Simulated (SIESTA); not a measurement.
**Mg in SIESTA: convergence with real-space mesh cutoff**

Input of the first run (real-space mesh cutoff 100 Ry); the others differ in this setting and in those tied to it:

Contents of run.py:

```python
from ase import Atoms
from ase.calculators.siesta import Siesta
from ase.units import Ry, GPa

atoms = Atoms(
    ['Mg', 'Mg', 'Mg', 'Mg'],
    cell=[
        [3.1853886285, 0.0, 0.0],
        [-1.5926943142, 2.7586274731, 0.0],
        [0.0, 0.0, 22.6998773267],
    ],
    scaled_positions=[
        [0.6666666667, 0.3333333333, 0.3303982613],
        [0.3333333333, 0.6666666667, 0.443757767],
        [0.6666666666, 0.3333333333, 0.556242233],
        [0.3333333333, 0.6666666667, 0.6696017387],
    ],
    pbc=True,
)

fdf = {
    'SCFMustConverge': False,
    'OccupationFunction': 'FD',
    'ElectronicTemperature': '0.05 eV',
    'Slab.DipoleCorrection': 'vacuum',
    'MaxSCFIterations': '120',
    'SCF.Mixer.Method': 'Pulay',
    'SCF.Mixer.Weight': '0.25',
    'SCF.Mixer.History': '8',
    'SCF.DM.Tolerance': '5.0e-05',
    'SCF.H.Tolerance': '1.0e-03 eV',
    'WriteForces': 'true',
    'Charge.Mulliken': 'end',
    'PAO.Basis': ['Mg.1 4', 'n=2 0 2', '  2.604 0.000', 'n=3 0 2', '  8.245 0.000', 'n=2 1 2', '  2.943 0.000', 'n=3 1 1', '  8.245'],
}
calc = Siesta(
    label="Mg",
    command="siesta < PREFIX.fdf > PREFIX.out",
    pseudo_path="pseudos",
    pseudo_qualifier="",
    xc=('GGA', 'PBE'),
    basis_set="DZP",
    mesh_cutoff=100 * Ry,
    energy_shift=0.003 * Ry,
    kpts=[8, 8, 1],
    spin="non-polarized",
    fdf_arguments=fdf,
)
atoms.calc = calc

print(f"energy = {atoms.get_potential_energy():.6f} eV")
free = atoms.get_potential_energy(force_consistent=True)
print(f"free energy = {free:.6f} eV")
print("forces (eV/A):")
print(atoms.get_forces(apply_constraint=False).round(6))
print("stress (GPa, Voigt order, tension positive):", (atoms.get_stress() / GPa).round(4))
```

Potentials or basis: PseudoDojo 0.4 standard (PBE files), DZP (energy shift 0.003 Ry; two zetas on semicore shells).

Launch:

```console
$ python run.py
```

The slab is cut from a database's or a generator's crystal, which needn't be the stable form of the element.

Hardware: 1 thread of Arm Neoverse V2, on a shared host.

The values tried are 100 Ry, 150 Ry, 200 Ry, 300 Ry, 400 Ry, 500 Ry, 700 Ry, 900 Ry, 1200 Ry, loosest first. From which on does the largest force stay within 0.005 eV/Å of the tightest run that finished?

From 900 Ry on.

| real-space mesh cutoff | energy less the tightest run, at zero smearing (meV/atom) | largest force (eV/Å) | SCF cycles | CPU time (s) | peak memory (GiB) |
| --- | --- | --- | --- | --- | --- |
| 100 Ry | -160.33 | 0.348 | 12 | 3.3 | 0.13 |
| 150 Ry | -41.03 | 0.095 | 12 | 5.2 | 0.15 |
| 200 Ry | -38.00 | 0.163 | 12 | 5.5 | 0.15 |
| 300 Ry | -11.82 | 0.141 | 11 | 8.3 | 0.18 |
| 400 Ry | -4.97 | 0.108 | 12 | 14 | 0.22 |
| 500 Ry | -2.10 | 0.070 | 12 | 18 | 0.25 |
| 700 Ry | -0.76 | 0.072 | 12 | 29 | 0.34 |
| 900 Ry | -0.34 | 0.076 | 11 | 34 | 0.4 |
| 1200 Ry | 0.00 | 0.078 | 11 | 52 | 0.56 |

Against the tightest run, the energy stays within 1 meV/atom from 700 Ry on. Values are those asked for, which the program may round to a finer grid. The tightest run that finished is the yardstick and may itself not be fully converged.

Caveat, for the tightest run too: the basis of atomic orbitals isn't converged, which shifts pressures, moduli and gaps.
